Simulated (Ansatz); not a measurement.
Crystal: Te, diamond type, 2 atoms in the cell.

Level of theory: r²SCAN, plane waves, PAW datasets (generated hard set) (Ansatz).

Cutoff 700 eV; k-mesh 8×8×8 Γ-centred; Fermi–Dirac smearing of 0.1 eV; no spin polarisation; no spin–orbit coupling.

Question: What equilibrium volume, lattice constant and bulk modulus does this give?

Answer: V₀ = 45.649 Å³/atom (a₀ = 7.148 Å), B₀ = 28.3 GPa, B₀′ = 4.32. The points behind the fit:

```csv
V (Å³/atom),a (Å),E − E(min) (meV/atom),P (GPa)
42.701,6.9905,18.89,2.18
44.094,7.0657,4.93,1.06
45.486,7.1393,0.00,0.10
46.878,7.2114,2.74,-0.71
48.271,7.2821,12.01,-1.40
```

The stress includes the program's correction for the finite plane-wave basis.

This cubic structure is a model: it isn't the usual form of the substance at ambient conditions, and such phases are metastable or hypothetical. The k-mesh is modest, so these values aren't fully converged in k. Potentials made with PBE were used with another functional.
